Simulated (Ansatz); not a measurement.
Input and command of a calculation in Ansatz (plane waves; scalar-relativistic PAW potentials unless the input names others):

```yaml
crystal:
  lattice:
    - [2.9489187316, 0.0, 0.0]
    - [-1.4744593658, 2.5538385353, 0.0]
    - [0.0, 0.0, 6.2451750575]
  atoms:
    - { symbol: ga, position: [0.3333333333, 0.6666666667, 0.9991316875] }
    - { symbol: Ga, position: [0.6666666667, 0.3333333333, 0.4991316875] }
    - { symbol: "N", position: [0.3333333333, 0.6666666667, 0.3758683125] }
    - { symbol: "N", position: [0.6666666667, 0.3333333333, 0.8758683125] }
basis:
  ecutwfc: 420
kpoints:
  mp_grid: { grid: [12, 12, 6] }
hamiltonian:
  xc: pbe
scf:
  occupations: { method: gaussian, width: 0.05 }
  max_iter: 100
output:
  forces: true
  eigenvalues: true
  stress: true
```

```bash
ansatz run input.yaml --threads 1 --pin off --max-ram 2560MiB --backend cpu --events-out ev --progress --plain --runs-dir out
```

Problem. What is wrong with this input?

Solution. The program refuses it, because of an unknown element (crystal.atoms[0].symbol: "Ga" → "ga"). With the sound run's settings it is accepted.

Abridged log:
```
Error: YAML parse error: error: line 7 column 17: `ga` is not an element symbol (H … Og, case-exact)
 --> <input>:7:17
  |
5 |     - [0.0, 0.0, 6.2451750575]
6 |   atoms:
7 |     - { symbol: ga, position: [0.3333333333, 0.6666666667, 0.9991316875] }
  |                 ^ `ga` is not an element symbol (H … Og, case-exact)
8 |     - { symbol: Ga, position: [0.6666666667, 0.3333333333, 0.4991316875] }
9 |     - { symbol: "N", position: [0.3333333333, 0.6666666667, 0.3758683125] }
  |
```